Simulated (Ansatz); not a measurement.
The system is FeO (Wuestite).

```
CELL_PARAMETERS angstrom
1.51882 0.87689 2.51958
-1.51882 0.87689 2.51958
0.00000 -1.75378 2.51958
ATOMIC_POSITIONS crystal
Fe 0.00000 0.00000 0.00000
O 0.50000 0.50000 0.50000
```

Program: Ansatz 0.2.0. Alike in all runs: potentials or basis Ansatz PAW; cell as given; k mesh 11 × 11 × 11; smearing fermi-dirac 0.05 eV.

Order these runs on this cell by their pressure, lowest first.
A. level LDA; spin collinear, ferromagnetic start; cutoff (eV) 420; points for each segment of the path 14
B. level r2SCAN; spin collinear, ferromagnetic start; cutoff (eV) 500; points for each segment of the path 14
C. level PBEsol; spin off; cutoff (eV) 420
D. level PBEsol; spin collinear, ferromagnetic start; cutoff (eV) 420
E. level PBE; spin collinear, ferromagnetic start; cutoff (eV) 420; points for each segment of the path 14

C (-34.3 GPa), A (-16.4 GPa), D (-9.4 GPa), B (-5.8 GPa), E (-1.2 GPa).

Caveats: a cell with one magnetic atom can't hold antiferromagnetic order, which such compounds often take (some runs); the PAW data sets come from PBE, with cores solved anew for the run's functional, which leaves a small shift of forces and pressure (some runs); the magnetic or orbital state may not be the lowest (some runs); a pressure of tens of GPa on the cell as given is suspect, and the run, the potentials or the cell itself is likely at fault (some runs).
